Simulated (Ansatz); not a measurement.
BeO:
```
CELL_PARAMETERS angstrom
      2.66460     0.00000     0.00000
     -1.33230     2.30761     0.00000
      0.00000     0.00000     4.32926
ATOMIC_POSITIONS crystal
  Be 0.33333 0.66667 0.99998
  Be 0.66667 0.33333 0.49998
  O  0.33333 0.66667 0.37752
  O  0.66667 0.33333 0.87752
```

Relaxed with LDA. Special points in fractions of this cell's reciprocal vectors: Γ (0.000, 0.000, 0.000); M (0.500, 0.000, 0.000); K (0.333, 0.333, 0.000); A (0.000, 0.000, 0.500); L (0.500, 0.000, 0.500); H (0.333, 0.333, 0.500).

Problem. List the band energies nearest the valence-band maximum at these points for LDA (plane waves, PAW; program Ansatz).

Solution. In eV from the valence-band maximum; about four levels below and three above (degenerate sets whole), none deeper than 8.9 eV; points with the same levels are listed once.

| k | below | above |
|---|---|---|
| Γ | -1.06 -1.06 -0.03 -0.03 0.00 | 7.94 11.86 14.25 14.25 |
| M | -3.53 -2.81 -2.10 -0.98 | 9.70 10.18 13.68 |
| K | -3.84 -3.84 -3.08 -2.49 -2.49 | 8.88 12.89 14.61 14.61 |
| A | -0.56 -0.56 -0.56 -0.56 | 10.11 10.11 14.71 14.71 |
| L | -1.98 -1.98 -1.82 -1.82 | 8.98 8.98 14.62 14.62 |
| H | -4.56 -4.56 -1.35 -1.35 | 11.59 11.59 12.15 12.15 |

Space group P6_3mc (wurtzite). The cell was relaxed with LDA under the symmetry of its start; phonons on a q-mesh show no instability.

Potentials: the later of the program's two PAW sets.
